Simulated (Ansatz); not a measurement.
input.yaml (Ansatz)

```yaml
crystal:
  lattice:
    - [-2.2405120412, 2.612156111, 1.4001524688]
    - [2.612156111, -2.2405120412, 1.4001524688]
    - [2.7101023897, 2.7101023897, -0.7194856744]
  atoms:
    - { symbol: Pt, position: [0.0159211942, 0.9840788058, 0.0] }
    - { symbol: Pt, position: [0.7340788058, 0.2659211942, 0.5] }
hamiltonian:
  xc: rpbe
  pseudopotentials:
    kind: paw
    azcp:
      Pt: "pseudopotentials/Pt.paw.azcp"
basis:
  ecutwfc: 420
  fft_grid_basis: typed
kpoints:
  mp_grid: { grid: [14, 14, 10], shift: [0, 0, 0] }
magnetization:
  spin_polarized: false
scf:
  occupations: { method: fermi_dirac, width: 0.1 }
  lower_state_search: "off"
output:
  stress: true
```

Terminal output

```
Warning: 4 symmetry operations that the atoms keep within the bar at which the run's group was sought (crystal.symmetry.tolerance 1.0e-5, or twice it) were not taken beside the 4 unitary ones that the detection took (of a slab, those that keep its plane). If the more symmetric cell is meant, write the vectors of crystal.lattice to more decimals, or, with the positions in fractional coordinates, give it by lengths and angles (which lays the cell in the standard orientation, to which the deck's other Cartesian keys then refer), with the lengths that are meant to be equal typed equal, the angles likewise, and each angle that the symmetry fixes typed at its exact value (of a frozen-density pass: in the run whose state it reads). The detection then takes those 4 too, where the atoms keep them as a group. The lattice (crystal.lattice as typed, or as saved on a frozen-density pass laid at its state's geometry) misses each of them by more than the tolerance, the farthest off changing a squared length by the fraction 7.1e-5. The run does not impose them: its cell is that one, or, where this deck is also told that its lattice was moved onto its group, that cell laid onto the operations that were taken. If the cell is strained on purpose, what lies past the tolerance is rightly left out.
Engine: ansatz 0.2.0, x86_64-unknown-linux-gnu
Pseudopotentials: kind: paw
Pseudopotential: Pt, paw, valence charge 18, recommended cutoff 420 eV (normal) 
Functional definition: RPBE
  parameter kappa = 0.804
  parameter beta = 0.06672455060314922
  exchange = rpbe_x(kappa = kappa, mu = beta*pi^2/3)
  correlation = pbe_c(beta = beta)
Crystal: 2 atoms, lattice volume = 38.125 Å³
Basis set: ecut = 420 eV, 739 PW (Γ)
Bands: 22, of which v1, the nominal top of the filled ones, is band 18 counted from 1 (17 counted from 0)
Symmetry: 4 space group operations
Space group: C2/c (ITA 15), of the structure as read, at distance tolerance 3.4e-5 Å
k-points: 534 of 1960
Non-local potential: Pt, projectors of the file, l = 0: 3, l = 1: 2, l = 2: 2, l = 3: 1
PAW form: soft (Blöchl's): semilocal exchange-correlation on the pseudo side does not see the compensation charge
PAW frozen core: Pt, regenerated for the run's functional, and the local potential with it (the file was generated under x = pbe(κ = 0.804, μ = 0.2195149727645171), c = pbe(β = 0.06672455060314922))
PAW one-centre angular grid: Pt, 590 points (default); XC on 64 Gauss nodes
Initial density: superposition of atomic densities (neutral atoms: chi_scale 0, normalization atom), corrected by the library's trained network
Initial wavefunctions: pseudopotential atomic-orbital guess
Functional: x = rpbe, c = pbe(β = 0.06672455060314922)
SCF iter   1: F=—  HF=-25073.092034 eV  |F-HF|=—  |Δ(HF+E_count)|=         —  Δρ=8.71e-3  dr2=7.99e-3  ethr=1.77e-3  ⟨swp⟩=4.9  Hψ=43858  notcnv=0
SCF iter   2: F=—  HF=-25073.093644 eV  |F-HF|=—  |Δ(HF+E_count)|=   1.61e-3  Δρ=4.82e-3  dr2=2.59e-3  ethr=2.22e-5  ⟨swp⟩=2.1  Hψ=20310  notcnv=0
SCF iter   3: F=—  HF=-25073.093927 eV  |F-HF|=—  |Δ(HF+E_count)|=   2.84e-4  Δρ=4.68e-4  dr2=4.92e-5  ethr=7.21e-6  ⟨swp⟩=2.5  Hψ=16198  notcnv=0
SCF iter   4: F=—  HF=-25073.093947 eV  |F-HF|=—  |Δ(HF+E_count)|=   1.94e-5  Δρ=1.12e-4  dr2=3.18e-6  ethr=1.37e-7  ⟨swp⟩=2.5  Hψ=17159  notcnv=0
SCF iter   5: F=—  HF=-25073.093948 eV  |F-HF|=—  |Δ(HF+E_count)|=   1.34e-6  Δρ=2.53e-5  dr2=1.62e-7  ethr=8.82e-9  ⟨swp⟩=2.2  Hψ=16343  notcnv=0
SCF iter   6: F=-25073.093948 eV  HF=-25073.093948 eV  |F-HF|=6.61e-9  |Δ(HF+E_count)|=   1.26e-7  Δρ=7.03e-6  dr2=1.92e-8  ethr=2.78e-10  ⟨swp⟩=4.0  Hψ=38963  notcnv=0
SCF 1 converged in 6 iterations: F = -25073.093948 eV  dr2 = 1.92e-8
SCF converged after 6 iterations
Free energy (F): -25073.093948 eV
Harris-Foulkes:  -25073.093948 eV  (|F-HF|=6.61e-9)
Internal energy: -25073.005493 eV  (E = F + TS)
E sigma→0 (E₀):  -25073.049721 eV
Entropy (-TS):   -0.088455 eV (-44.228 meV/atom)
Fermi energy:    17.175944 eV
--- Per-component energies (eV) ---
  E_band       = -455.207348
  E_kinetic    = 1267.359930
  E_local      = -3630.749192  (includes V_loc(G=0)·N_el)
  E_nonlocal   = 398.860679
  E_hartree    = 1342.304586
  E_xc         = -520.282716
  E_vxc        = -600.167675  (∫ρ·V_xc dr)
  E_paw        = -18934.938160  (= ΣΔE_a)
  E_vpaw       = -575.115368  (= ΣTr[D̂ρ^β])
  E_aug_tail   = 0.000419  (compensation charges beyond the density's cutoff)
  E_ewald      = -4995.486398
  E_core_change = -0.074643  (= ΣΔE_core)
  E_smearing   = -0.088455  (= −TS)
  E_closure    = -0.000000  (closes the sum)
  Σ components = -25073.093948   (vs F -25073.093948, Δ=0.00e0)
--- Stress (GPa, compression-positive) ---
      -16.583219      -1.447981       0.130442
       -1.447981     -16.583219       0.130442
        0.130442       0.130442     -17.088712
  P = ⅓ Tr σ = -16.7517 GPa (-167.517 kbar)
```

Command:

```sh
ansatz run input.yaml --threads 2 --pin off --max-ram 5120MiB --backend cpu --events-out ev --progress --plain --runs-dir out
```

On 2 threads of AMD EPYC 7R13 Processor (Zen 3) (shared host) this took about 5.7 s of wall time and 11 s of CPU time.
